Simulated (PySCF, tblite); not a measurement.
**methyl vinyl ketone (C₄H₆O): dynamics, then NMR shifts and electronic excitations on frames**

How do NMR shifts and electronic excitations of methyl vinyl ketone (C₄H₆O) (`C=CC(C)=O`) change as the atoms move?

The runs use tblite 0.8.0 and PySCF 2.14.0, with density-fitted response routines of our own; the level of theory stands in each step. All values are computed, except where a source is named. Atoms count from 0, in the outputs and in this text.

### Step 1. The molecule as given

11 atoms, charge 0, multiplicity 1; geometry from: GFN2-xTB.

Bonds of the start (Å): C0–C1 1.33, C1–C2 1.48, C2–C3 1.51, C2–O4 1.21, C0–H5 1.08, C0–H6 1.08, C1–H7 1.08, C3–H8 1.09, C3–H9 1.09, C3–H10 1.09.

### Step 2. Dynamics with GFN2-xTB

Job settings and geometry (Å):

```
{"job": {"kind": "md", "xc": "GFN2-xTB", "basis": "xTB", "temperature": 600, "steps": 2000, "every": 50, "frames": 5}, "charge": 0, "multiplicity": 1}
C      1.427833    -0.738521    -0.391974
C      1.044031     0.467883     0.002683
C     -0.345642     0.884459     0.296263
C     -1.428675    -0.152635     0.130573
O     -0.586420     2.015444     0.653779
H      0.737097    -1.551651    -0.539431
H      2.464096    -0.960801    -0.586532
H      1.770775     1.258610     0.138940
H     -2.391535     0.287938     0.374748
H     -1.239836    -0.996040     0.790661
H     -1.446300    -0.512017    -0.895673
```

With the program's defaults for keys left out, this is: GFN2-xTB Langevin dynamics, gas phase.

The run is started by

```console
$ OMP_NUM_THREADS=1 python probes_run.py task.json out
```

One launch serves the whole session: the jobs run in the order shown.

Log:

```text
t/fs     T/K      E/eV
    0.0   526.4   -425.52650
   25.0   424.1   -425.00110
   50.0   610.7   -424.87991
   75.0   635.8   -424.87616
  100.0   408.1   -424.47077
  125.0   772.3   -425.08963
  150.0   554.8   -424.91813
  175.0   678.1   -425.07626
  200.0   474.1   -424.60677
  225.0   672.7   -424.84805
  250.0   594.8   -424.45571
  275.0   687.8   -424.58200
  300.0   619.8   -424.54771
  325.0   832.4   -424.89804
  350.0   766.8   -424.65715
  375.0   715.8   -424.75953
  400.0   473.8   -424.42966
  425.0   856.1   -424.72679
  450.0   646.4   -424.60315
  475.0  1041.7   -424.84733
  500.0   627.6   -423.94488
  525.0  1248.0   -424.70587
  550.0   751.6   -424.31366
  575.0  1055.1   -424.56062
  600.0   749.7   -424.25420
  625.0   762.6   -424.59878
  650.0   797.5   -424.72998
  675.0   814.2   -424.76633
  700.0   842.1   -424.48303
  725.0   674.0   -424.22893
  750.0   724.9   -424.34840
  775.0   873.3   -425.07355
  800.0   596.2   -424.54547
  825.0   562.8   -424.65102
  850.0   586.2   -424.70436
  875.0   705.5   -424.77860
  900.0   531.4   -424.86284
  925.0   587.7   -425.05774
  950.0   745.3   -425.07628
  975.0   677.6   -424.81157
 1000.0   569.2   -424.81828
```

Run time: 10 s. Hardware: 1 thread of Arm Neoverse N1, shared host; peak memory 0.18 GiB.

Distance from the start (root mean square after alignment): 0 fs 0.00 Å, 200 fs 0.27 Å, 400 fs 0.23 Å, 600 fs 1.20 Å, 800 fs 0.89 Å, 1000 fs 0.78 Å.

Positions (Å) and forces (eV/Å) at 1000 fs:

```xyz
11

C     0.730   -1.774    1.051    0.847    0.627   -0.657
C    -0.286   -0.894    0.825    1.729   -1.417    0.695
C    -0.518   -0.258   -0.502    1.259   -2.986   -0.560
C    -0.368   -1.272   -1.686    0.936   -0.366    1.331
O    -0.648    0.902   -0.665   -0.619    1.997   -0.122
H     1.438   -1.964    0.155   -1.135   -0.037    1.712
H     1.116   -2.209    2.060   -1.138    0.974   -1.935
H    -0.842   -0.551    1.671   -0.451    0.201    0.176
H     0.482   -1.028   -2.313    0.083    0.670   -0.121
H    -1.246   -1.195   -2.319   -0.033   -0.610    0.271
H    -0.024   -2.267   -1.251   -1.477    0.946   -0.791
```

### Step 3. NMR shieldings: 250 fs, PBE0/pcSseg-1

Job settings and geometry (Å):

```
{"job": {"kind": "nmr", "xc": "PBE0", "basis": "pcSseg-1", "pop": false}, "charge": 0, "multiplicity": 1}
C      0.562600    -1.984500    -0.113700
C      0.775500    -0.683600     0.107700
C     -0.350000     0.316000     0.230400
C     -1.863400    -0.097500     0.111600
O      0.113600     1.418300     0.397700
H     -0.416700    -2.301900    -0.366600
H      1.210600    -2.763500    -0.075700
H      1.815000    -0.094300     0.094200
H     -2.176700     0.954300     0.150100
H     -2.122300    -0.512500     1.056000
H     -2.179700    -0.778200    -0.643400
```

Method: GIAO PBE0/pcSseg-1 NMR shielding, non-relativistic, gas phase.

Log:

```text
coarse grid: 9152 points
cycle   1  E = -230.7318599251  dE =  5.915e-01  |g| = 7.760e-01  |ddm| = 2.893e+00
cycle   2  E = -230.3652207075  dE =  3.666e-01  |g| = 1.579e+00  |ddm| = 2.347e+00
cycle   3  E = -230.8470672755  dE = -4.818e-01  |g| = 1.670e-01  |ddm| = 1.868e+00
cycle   4  E = -230.8533032746  dE = -6.236e-03  |g| = 6.002e-02  |ddm| = 1.755e-01
cycle   5  E = -230.8540037740  dE = -7.005e-04  |g| = 2.656e-02  |ddm| = 7.034e-02
cycle   6  E = -230.8541857233  dE = -1.819e-04  |g| = 5.216e-03  |ddm| = 2.426e-02
cycle   7  E = -230.8541914608  dE = -5.738e-06  |g| = 1.719e-03  |ddm| = 4.253e-03
final grid: 88272 points
cycle   8  E = -230.8960582113  dE = -7.074e-06  |g| = 1.249e-02  |ddm| = 2.230e-02
cycle   9  E = -230.8959677704  dE =  9.044e-05  |g| = 2.507e-02  |ddm| = 2.819e-02
cycle  10  E = -230.8960882437  dE = -1.205e-04  |g| = 1.832e-03  |ddm| = 2.061e-02
cycle  11  E = -230.8960889708  dE = -7.271e-07  |g| = 2.611e-04  |ddm| = 1.518e-03
cycle  12  E = -230.8960889831  dE = -1.238e-08  |g| = 1.229e-04  |ddm| = 2.738e-04
cycle  13  E = -230.8960889866  dE = -3.488e-09  |g| = 3.933e-05  |ddm| = 1.248e-04
cycle  14  E = -230.8960889870  dE = -4.243e-10  |g| = 8.697e-06  |ddm| = 4.742e-05
converged SCF energy = -230.8960889870

GIAO shielding tensors (ppm)
atom      isotropic    diamagn.    paramagn.     s11        s22        s33       span
  0 C       56.949     256.110    -199.161    -58.371     52.724    176.493    234.864
  1 C       21.811     256.251    -234.441    -73.249     37.291    101.390    174.639
  2 C      -22.227     253.368    -275.595   -102.717    -52.465     88.500    191.217
  3 C      159.590     252.032     -92.442    130.589    154.659    193.523     62.934
  4 O     -374.654     402.419    -777.073   -975.138   -418.946    270.124   1245.262
  5 H       26.185      33.356      -7.172     23.516     25.827     29.211      5.694
  6 H       26.514      31.548      -5.034     23.739     27.065     28.739      5.000
  7 H       23.139      29.189      -6.050     21.491     22.125     25.801      4.310
  8 H       28.704      28.345       0.360     25.297     28.244     32.573      7.276
  9 H       30.350      30.308       0.041     27.324     28.713     35.012      7.688
 10 H       28.875      30.507      -1.632     25.741     28.365     32.519      6.778
```

Wall time 16 s (1 thread of Arm Neoverse N1, shared host); peak memory 0.53 GiB.

The references, computed at this level on geometries of the same kind, shield at (ppm): ¹H TMS 31.72, ¹³C TMS 186.9, ¹⁷O H2O 336.1. Their shielding less the atom's gives the shift. The references are single molecules in the gas phase, so shifts against H2O, NH3, PH3, H3PO4 or CFCl3 are not on the usual liquid scales and can be off by tens of ppm. Each atom is listed at this fixed geometry, with no averaging over motion; a spectrum would average atoms that exchange fast.

```csv
atoms,environment,σ (ppm),δ (ppm)
C2,ketone carbonyl carbon,-22.2,209.2
C1,α carbon of a C=C–C=O unit,21.8,165.1
C0,β carbon of a C=C–C=O unit,56.9,130.0
C3,methyl carbon α to a carbonyl,159.6,27.3
H7,hydrogen on an α carbon of a C=C–C=O unit,23.14,8.58
H5,hydrogen on a β carbon of a C=C–C=O unit,26.18,5.53
H6,hydrogen on a β carbon of a C=C–C=O unit,26.51,5.20
H8,hydrogen on a methyl carbon α to a carbonyl,28.70,3.01
H10,hydrogen on a methyl carbon α to a carbonyl,28.87,2.84
H9,hydrogen on a methyl carbon α to a carbonyl,30.35,1.37
O4,ketone oxygen,-374.7,710.7
```

Orbitals, density, ELF and potential are computed afterwards from the orbital file.

Frontier orbitals at PBE0/pcSseg-1, with the share of their density that lies nearest to each atom:

```csv
orbital,energy (eV),lies on
HOMO,-7.35,"O4 60 %; C1 12 %; C2, C3 about 8 % each"
LUMO,-1.54,"C0, C2 about 23 % each; O4 21 %; C1 14 %"
```

ELF in a plane through or near 9 of the atoms.

Ten even steps from '0' (0.00) to '9' (1.00):
```
0000000000000000000000000000
0000000000000000000000000000
0000000000000011100000000000
0000000002000355542100000000
0000000189811588886400000000
0000001799950597598610000000
0000001699981177686200000000
0000000179966533631012000000
0000000025287928431799610000
0000012237726855966999830000
0000799962361026663999720000
0001999982273003501665200000
0000899987998303776321000000
0000378637999402665200000000
0000000005998100221000000000
0000000001351000000000000000
0000000000000000000000000000
0000000000000000000000000000
0000000000000000000000000000
0000000000000000000000000000
```
The map spans 10.4 Å across and 9.1 Å up, centred on the molecule. Atoms in the plane (x, y in Å): C0 (-1.6, -0.5), C1 (-1.0, 0.6), C2 (0.5, 0.8), C3 (1.5, -0.5), O4 (0.8, 2.0), H5 (-1.0, -1.4), H6 (-2.6, -0.8), H7 (-1.5, 1.7), H8 (2.3, 0.2).

On the surface of density 0.002 e/bohr³ the electrostatic potential runs, from the 1st to the 99th percentile, from -1.66 V near O4 to 1.31 V near H10.

### Step 4. TDDFT and polarisability: 250 fs, PBE0/def2-SVPD

Settings changed since step 3:

```diff
@@ -1,2 +1,2 @@
-{"job": {"kind": "nmr", "xc": "PBE0", "basis": "pcSseg-1", "pop": false}, "charge": 0, "multiplicity": 1}
+{"job": {"kind": "uv", "xc": "PBE0", "basis": "def2-SVPD", "nstates": 5, "ntriplets": 0}, "charge": 0, "multiplicity": 1}
 C      0.562600    -1.984500    -0.113700
```

With the program's defaults for keys left out, this is: TDDFT PBE0/def2-SVPD, vertical, gas phase, core orbitals frozen in the response.

Log:

```text
coarse grid: 9152 points
cycle   1  E = -230.6062975215  dE =  5.480e-01  |g| = 7.435e-01  |ddm| = 4.808e+00
cycle   2  E = -230.2352600032  dE =  3.710e-01  |g| = 1.556e+00  |ddm| = 2.660e+00
cycle   3  E = -230.7174905585  dE = -4.822e-01  |g| = 1.566e-01  |ddm| = 2.056e+00
cycle   4  E = -230.7230676536  dE = -5.577e-03  |g| = 5.938e-02  |ddm| = 3.069e-01
cycle   5  E = -230.7237905670  dE = -7.229e-04  |g| = 2.604e-02  |ddm| = 1.116e-01
cycle   6  E = -230.7239721006  dE = -1.815e-04  |g| = 4.440e-03  |ddm| = 4.169e-02
cycle   7  E = -230.7239762732  dE = -4.173e-06  |g| = 1.541e-03  |ddm| = 6.805e-03
final grid: 88272 points
cycle   8  E = -230.7651990535  dE = -1.273e-05  |g| = 1.126e-02  |ddm| = 9.802e-02
cycle   9  E = -230.7651219891  dE =  7.706e-05  |g| = 2.263e-02  |ddm| = 3.698e-02
cycle  10  E = -230.7652247729  dE = -1.028e-04  |g| = 1.705e-03  |ddm| = 2.507e-02
cycle  11  E = -230.7652254388  dE = -6.659e-07  |g| = 2.352e-04  |ddm| = 2.426e-03
cycle  12  E = -230.7652254495  dE = -1.070e-08  |g| = 1.118e-04  |ddm| = 5.273e-04
cycle  13  E = -230.7652254524  dE = -2.863e-09  |g| = 4.006e-05  |ddm| = 2.104e-04
cycle  14  E = -230.7652254528  dE = -4.543e-10  |g| = 8.224e-06  |ddm| = 8.654e-05
converged SCF energy = -230.7652254528

Static polarisability (au): isotropic 53.655, principal 36.775 55.192 68.999

Singlet excitations
state   eV       nm        f      main configurations
  1   3.7901    327.1   0.00027   H->L 0.96
  2   5.9462    208.5   0.22566   H-1->L 0.84
  3   6.6122    187.5   0.01532   H->L+2 0.90
  4   6.9650    178.0   0.05974   H-2->L 0.79, H->L+1 0.10
  5   7.0723    175.3   0.01587   H->L+1 0.84, H-2->L 0.09
```

It took 23 s on 1 thread of Arm Neoverse N1, shared host; peak memory 0.62 GiB.

Frontier orbitals and where they lie:

```csv
orbital,eV,atoms
HOMO−3,-10.73,"O4 34 %, C3 22 %, C2 18 %"
HOMO−2,-10.25,"C1 25 %, H7 16 %, O4 12 %"
HOMO−1,-8.15,"C0 36 %, C1 34 %, O4 14 %"
HOMO,-7.41,"O4 57 %, C2 13 %, C1 12 %"
LUMO,-1.63,"C0 26 %, O4 23 %, C2 21 %"
LUMO+1,0.71,"C3 24 %, C0 19 %, H10 12 %"
LUMO+2,1.00,"C1 26 %, C2 24 %, C0 13 %"
```

With each of the 5 states as a Gaussian band of 0.4 eV half-width at 1/e, the curve within the window shown has maxima at 208 nm (ε 9,200), 178 nm (ε 3,300) L/(mol cm). Beyond the last state computed it falls off for lack of states. The curve at chosen wavelengths:

(nm, ε (L/mol/cm)): (168, 1241), (177, 3277), (186, 2563), (194, 3519), (203, 7993), (212, 8570), (221, 4428), (230, 1290), (238, 296), (247, 41), (256, 4), (265, 0), (274, 0), (282, 1), (291, 3), (300, 5), (309, 8), (318, 10), (326, 11), (335, 10), (344, 9), (353, 7), (362, 5), (370, 3), (379, 2), (388, 1)

Leading natural transition orbitals of singlet state 2: the hole lies on C0, C1 about 32 % each; O4 9 %; H5, H7 about 8 % each; the particle on C2 32 %; O4 25 %; C0 15 %.

Leading natural transition orbitals of singlet state 1: the hole lies on O4 65 %; C1 11 %; C2, C3 about 8 % each; the particle on C2 32 %; O4 26 %; C0 17 %.

Further results of this job:

```csv
property,computed
dipole moment (D),3.14
polarisability (Å³),7.95
HOMO–LUMO gap (eV),5.78
−ε(HOMO) (eV),7.41
```

### Step 5. Shielding tensors: 425 fs, PBE0/pcSseg-1

Job settings and geometry (Å):

```
{"job": {"kind": "nmr", "xc": "PBE0", "basis": "pcSseg-1", "pop": false}, "charge": 0, "multiplicity": 1}
C      0.557800    -2.512900    -0.043500
C      0.861500    -1.412000     0.656400
C      0.032800    -0.135900     0.512900
C     -1.208800    -0.080900    -0.479900
O      0.494100     0.703600     1.228200
H     -0.263500    -2.606500    -0.715800
H      1.133900    -3.378300     0.116300
H      1.632800    -1.278700     1.388100
H     -1.549400     0.904900    -0.292000
H     -1.884300    -0.639900     0.121500
H     -0.905800    -0.457900    -1.506000
```

With the program's defaults for keys left out, this is: GIAO PBE0/pcSseg-1 NMR shielding, non-relativistic, gas phase.

Log:

```text
coarse grid: 9152 points
cycle   1  E = -230.7416928394  dE =  5.894e-01  |g| = 7.766e-01  |ddm| = 2.884e+00
cycle   2  E = -230.3863407503  dE =  3.554e-01  |g| = 1.563e+00  |ddm| = 2.344e+00
cycle   3  E = -230.8579048567  dE = -4.716e-01  |g| = 1.575e-01  |ddm| = 1.849e+00
cycle   4  E = -230.8634608462  dE = -5.556e-03  |g| = 5.477e-02  |ddm| = 1.583e-01
cycle   5  E = -230.8640569760  dE = -5.961e-04  |g| = 2.249e-02  |ddm| = 6.004e-02
cycle   6  E = -230.8641839996  dE = -1.270e-04  |g| = 5.130e-03  |ddm| = 2.088e-02
cycle   7  E = -230.8641897724  dE = -5.773e-06  |g| = 1.631e-03  |ddm| = 4.322e-03
final grid: 88272 points
cycle   8  E = -230.9061646426  dE = -1.162e-05  |g| = 1.255e-02  |ddm| = 2.437e-02
cycle   9  E = -230.9060817340  dE =  8.291e-05  |g| = 2.437e-02  |ddm| = 2.713e-02
cycle  10  E = -230.9061951546  dE = -1.134e-04  |g| = 2.009e-03  |ddm| = 1.973e-02
cycle  11  E = -230.9061960215  dE = -8.670e-07  |g| = 2.441e-04  |ddm| = 1.584e-03
cycle  12  E = -230.9061960315  dE = -9.944e-09  |g| = 1.293e-04  |ddm| = 2.647e-04
cycle  13  E = -230.9061960353  dE = -3.888e-09  |g| = 3.740e-05  |ddm| = 1.188e-04
cycle  14  E = -230.9061960357  dE = -3.678e-10  |g| = 9.440e-06  |ddm| = 4.402e-05
converged SCF energy = -230.9061960357

GIAO shielding tensors (ppm)
atom      isotropic    diamagn.    paramagn.     s11        s22        s33       span
  0 C       56.310     254.621    -198.311    -65.521     60.190    174.262    239.784
  1 C       23.322     257.606    -234.284    -83.611     41.489    112.088    195.699
  2 C      -20.542     250.942    -271.485   -101.560    -48.683     88.615    190.175
  3 C      156.911     252.897     -95.986    132.602    150.524    187.608     55.006
  4 O     -350.679     403.193    -753.872   -943.594   -400.673    292.230   1235.824
  5 H       25.621      32.269      -6.648     22.380     25.681     28.803      6.424
  6 H       26.247      28.261      -2.015     23.689     25.949     29.101      5.412
  7 H       24.766      32.800      -8.035     20.983     24.904     28.410      7.428
  8 H       30.023      31.043      -1.020     27.417     28.400     34.250      6.833
  9 H       30.172      30.986      -0.814     27.085     29.492     33.938      6.853
 10 H       27.207      29.299      -2.091     23.976     27.338     30.308      6.332
```

Run time: 12 s. Hardware: 1 thread of Arm Neoverse N1, shared host; peak memory 0.56 GiB.

This run: δ C2 207.5, C1 163.6, C0 130.6, C3 30.0, H7 6.95, H5 6.10 ppm.

### Step 6. TDDFT and polarisability: 425 fs, PBE0/def2-SVPD

Settings changed since step 5:

```diff
@@ -1,2 +1,2 @@
-{"job": {"kind": "nmr", "xc": "PBE0", "basis": "pcSseg-1", "pop": false}, "charge": 0, "multiplicity": 1}
+{"job": {"kind": "uv", "xc": "PBE0", "basis": "def2-SVPD", "nstates": 5, "ntriplets": 0}, "charge": 0, "multiplicity": 1}
 C      0.557800    -2.512900    -0.043500
```

With the program's defaults for keys left out, this is: TDDFT PBE0/def2-SVPD, vertical, gas phase, core orbitals frozen in the response.

Log:

```text
coarse grid: 9152 points
cycle   1  E = -230.6163121866  dE =  5.456e-01  |g| = 7.437e-01  |ddm| = 4.769e+00
cycle   2  E = -230.2544816290  dE =  3.618e-01  |g| = 1.542e+00  |ddm| = 2.939e+00
cycle   3  E = -230.7284270767  dE = -4.739e-01  |g| = 1.472e-01  |ddm| = 2.297e+00
cycle   4  E = -230.7333534007  dE = -4.926e-03  |g| = 5.448e-02  |ddm| = 2.910e-01
cycle   5  E = -230.7339746469  dE = -6.212e-04  |g| = 2.218e-02  |ddm| = 1.021e-01
cycle   6  E = -230.7341038335  dE = -1.292e-04  |g| = 4.423e-03  |ddm| = 3.493e-02
cycle   7  E = -230.7341081584  dE = -4.325e-06  |g| = 1.453e-03  |ddm| = 6.945e-03
final grid: 88272 points
cycle   8  E = -230.7754284246  dE = -1.743e-05  |g| = 1.137e-02  |ddm| = 9.693e-02
cycle   9  E = -230.7753569838  dE =  7.144e-05  |g| = 2.211e-02  |ddm| = 3.534e-02
cycle  10  E = -230.7754548063  dE = -9.782e-05  |g| = 1.879e-03  |ddm| = 2.499e-02
cycle  11  E = -230.7754556056  dE = -7.993e-07  |g| = 2.206e-04  |ddm| = 2.554e-03
cycle  12  E = -230.7754556143  dE = -8.722e-09  |g| = 1.196e-04  |ddm| = 4.907e-04
cycle  13  E = -230.7754556176  dE = -3.297e-09  |g| = 3.887e-05  |ddm| = 1.919e-04
cycle  14  E = -230.7754556180  dE = -4.146e-10  |g| = 9.389e-06  |ddm| = 8.792e-05
converged SCF energy = -230.7754556180

Static polarisability (au): isotropic 52.860, principal 37.200 53.986 67.395

Singlet excitations
state   eV       nm        f      main configurations
  1   3.7703    328.8   0.00018   H->L 0.97
  2   6.3089    196.5   0.29052   H-1->L 0.87
  3   6.5199    190.2   0.00162   H->L+2 0.90
  4   6.7929    182.5   0.02765   H->L+1 0.87
  5   7.5422    164.4   0.00284   H-2->L 0.69, H-3->L 0.27
```

Run time: 20 s. Hardware: 1 thread of Arm Neoverse N1, shared host; peak memory 0.63 GiB.

This run: HOMO -7.19 eV, LUMO -1.43 eV; lowest singlet 3.77 eV.

### Step 7. Nuclear shieldings: 625 fs, PBE0/pcSseg-1

Job settings and geometry (Å):

```
{"job": {"kind": "nmr", "xc": "PBE0", "basis": "pcSseg-1", "pop": false}, "charge": 0, "multiplicity": 1}
C      1.731900    -2.565300     0.723900
C      1.620200    -1.199800     0.788100
C      0.428700    -0.486100     0.444600
C     -0.037800    -0.504300    -0.979600
O      0.036200     0.232200     1.310000
H      1.188900    -3.126900    -0.036600
H      2.359700    -3.041200     1.438700
H      2.152500    -0.750900     1.651800
H     -0.229100    -1.601200    -1.071400
H      0.932400    -0.105200    -1.575400
H     -0.813500     0.168300    -1.270200
```

With the program's defaults for keys left out, this is: GIAO PBE0/pcSseg-1 NMR shielding, non-relativistic, gas phase.

Log:

```text
coarse grid: 9152 points
cycle   1  E = -230.7355287448  dE =  6.645e-01  |g| = 7.690e-01  |ddm| = 2.847e+00
cycle   2  E = -230.1836930499  dE =  5.518e-01  |g| = 1.789e+00  |ddm| = 2.251e+00
cycle   3  E = -230.8463573515  dE = -6.627e-01  |g| = 2.023e-01  |ddm| = 1.821e+00
cycle   4  E = -230.8559806633  dE = -9.623e-03  |g| = 7.554e-02  |ddm| = 2.282e-01
cycle   5  E = -230.8571137382  dE = -1.133e-03  |g| = 3.476e-02  |ddm| = 6.787e-02
cycle   6  E = -230.8574030710  dE = -2.893e-04  |g| = 8.446e-03  |ddm| = 2.972e-02
cycle   7  E = -230.8574218461  dE = -1.878e-05  |g| = 1.837e-03  |ddm| = 7.811e-03
cycle   8  E = -230.8574226785  dE = -8.324e-07  |g| = 5.326e-04  |ddm| = 2.508e-03
final grid: 88272 points
cycle   9  E = -230.8976248763  dE = -8.590e-06  |g| = 1.121e-02  |ddm| = 1.976e-02
cycle  10  E = -230.8975512098  dE =  7.367e-05  |g| = 2.258e-02  |ddm| = 2.326e-02
cycle  11  E = -230.8976497692  dE = -9.856e-05  |g| = 1.656e-03  |ddm| = 1.713e-02
cycle  12  E = -230.8976503837  dE = -6.144e-07  |g| = 1.822e-04  |ddm| = 1.476e-03
cycle  13  E = -230.8976503871  dE = -3.473e-09  |g| = 1.297e-04  |ddm| = 2.238e-04
cycle  14  E = -230.8976503914  dE = -4.257e-09  |g| = 2.847e-05  |ddm| = 1.126e-04
cycle  15  E = -230.8976503916  dE = -2.151e-10  |g| = 6.441e-06  |ddm| = 3.112e-05
converged SCF energy = -230.8976503916

GIAO shielding tensors (ppm)
atom      isotropic    diamagn.    paramagn.     s11        s22        s33       span
  0 C       46.937     256.137    -209.201    -84.176     57.826    167.160    251.337
  1 C       24.832     257.791    -232.958    -99.380     44.302    129.575    228.955
  2 C       -6.985     248.906    -255.891    -98.433    -24.985    102.463    200.896
  3 C      152.901     253.083    -100.183    126.735    157.594    174.373     47.637
  4 O     -305.914     404.235    -710.150   -872.553   -357.453    312.263   1184.815
  5 H       25.205      30.889      -5.684     21.041     25.422     29.153      8.112
  6 H       25.389      27.955      -2.566     21.544     25.609     29.014      7.470
  7 H       24.222      30.260      -6.038     20.618     23.912     28.136      7.518
  8 H       27.796      30.172      -2.376     24.571     28.370     30.448      5.878
  9 H       26.899      27.618      -0.719     23.479     26.543     30.676      7.196
 10 H       29.552      31.589      -2.037     26.636     27.624     34.396      7.760
```

Run time: 13 s. Hardware: 1 thread of Arm Neoverse N1, shared host; peak memory 0.56 GiB.

Key values: δ C2 193.9, C1 162.1, C0 140.0, C3 34.0, H7 7.49, H5 6.51 ppm.

[end of part 1 of 2]
